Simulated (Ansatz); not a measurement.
## Relaxing K in the hcp type

First guess:

```
CELL_PARAMETERS angstrom
3.62341 0.00000 0.00000
-1.81171 3.13797 0.00000
0.00000 0.00000 5.86993
ATOMIC_POSITIONS crystal
K 0.33333 0.66667 0.25000
K 0.66667 0.33333 0.75000
```

The calculation used DFT, PBE, PAW with Ansatz's default frozen-core files, scalar-relativistic (Ansatz 0.2.0).

Cell and atoms relax within the symmetry of the start on a 12×12×6 k mesh with 0.03 eV Fermi–Dirac smearing.

The start is built from a prototype, known or not as a phase of this compound; the cutoff is 420 eV.

**Question.** What is the pressure of the first guess?

**Answer.** 12.06 GPa.

**Question.** What does it relax to?

**Answer.** a = 4.714 Å, b = 4.714 Å, c = 7.702 Å, α = 90.00°, β = 90.00°, γ = 120.00° (conventional cell), 74.11 Å³ per atom:
```xyz
2
Lattice="4.7140 0.0000 0.0000 -2.3570 4.0825 0.0000 0.0000 0.0000 7.7021" Properties=species:S:1:pos:R:3 pbc="T T T"
K     0.0000    2.7216    1.9255
K     2.3570    1.3608    5.7765
```

**Question.** How much energy does the relaxation release?

**Answer.** 830 meV/atom.
